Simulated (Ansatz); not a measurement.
WS2: energy from the work of forces and stress

```
CELL_PARAMETERS angstrom
1.57900 0.91164 6.16333
-1.57900 0.91164 6.16333
0.00000 -1.82327 6.16333
ATOMIC_POSITIONS crystal
W 0.00000 0.00000 0.00000
S 0.75030 0.75030 0.75030
S 0.58100 0.58100 0.58100
```

Computed with DFT PBEsol, scalar-relativistic, plane waves, PAW in Ansatz.

Settings: cutoff 420 eV, Γ-centred mesh 12×12×12 on the computed 3-atom cell, Gaussian smearing of 0.02 eV; no spin polarisation.

At the start the stress (GPa, compression positive, xx yy zz yz xz xy) is -0.97 -0.97 0.07 0.00 0.00 0.00 and the forces (eV/Å) are W1 (0.00, 0.00, -0.60); S2 (0.00, 0.00, 0.23); S3 (0.00, 0.00, 0.37). Each variant moves atoms by u and then strains the cell by ε, so an atom ends at (r + u)(1 + ε); shears are tensor components, each standing twice in ε. The starting volume is 53.23 Å³.

Variant 1: no strain, moves (Å) W1 (-0.115, -0.035, 0.190). There the stress is 3.66 5.99 4.22 -0.60 -3.66 -3.74 GPa and the forces (eV/Å) are W1 (2.60, 0.70, -6.65); S2 (-1.86, -0.46, 4.19); S3 (-0.74, -0.24, 2.46).

Variant 2: strain (xx yy zz yz xz xy, %) -1.02 -1.14 -1.52 -2.31 -4.00 0.10, moves (Å) W1 (-0.057, -0.033, 0.008); S2 (0.061, 0.035, -0.030); S3 (-0.004, -0.002, 0.022). There the stress is 8.04 10.56 16.15 5.30 9.19 -2.18 GPa and the forces (eV/Å) are W1 (1.84, 1.06, -0.74); S2 (-0.07, -0.04, 1.96); S3 (-1.76, -1.02, -1.22).

Variant 3: strain (xx yy zz yz xz xy, %) -2.84 -2.84 6.16 0.00 0.00 0.00, moves (Å) W1 (0.000, 0.000, -0.105); S2 (0.000, 0.000, -0.030); S3 (0.000, 0.000, 0.135). There the stress is 12.28 12.28 6.14 0.00 0.00 0.00 GPa and the forces (eV/Å) are W1 (0.00, 0.00, 5.34); S2 (0.00, 0.00, -1.75); S3 (0.00, 0.00, -3.59).

Variant 4: no strain, moves (Å) W1 (0.090, 0.000, 0.000). There the stress is -0.62 -0.55 1.04 0.03 0.26 1.97 GPa and the forces (eV/Å) are W1 (-1.93, -0.04, -0.61); S2 (1.01, 0.03, 0.34); S3 (0.93, 0.02, 0.27).

Q: Estimate each change of free energy from forces and stresses by the trapezoid rule along the path (r + tu)(1 + tε), t from 0 to 1, and compare with the computed change.

A: The derivative of the energy along the path is −F·u(1 + tε) for the atoms and −V σ(1 + tε)⁻¹ : ε for the cell, with F, σ and V taken at t (σ positive in compression; 1 eV/Å³ = 160.2 GPa). Averaging t = 0 and t = 1 gives, in meV per atom:
| variant | work on atoms | work on cell | sum | computed |
| --- | --- | --- | --- | --- |
| 1 | 283.7 | 0.0 | 283.7 | 284.8 |
| 2 | 39.6 | 79.6 | 119.2 | 114.9 |
| 3 | 157.6 | 16.8 | 174.4 | 153.6 |
| 4 | 29.0 | 0.0 | 29.0 | 29.1 |

The rule is exact for a quadratic energy surface and overshoots a term ct³ by c/2, so the difference between the last two columns measures the net anharmonic part along the path (terms of opposite sign can cancel, and the finite basis adds a little): 0 to 14 % here.

Spin–orbit coupling is left out, which can shift energies with elements as heavy as these. Each cell of WS2 holds layers, and where no dispersion correction was added their binding is poorly described.

This form isn't the usual stable structure of the compound.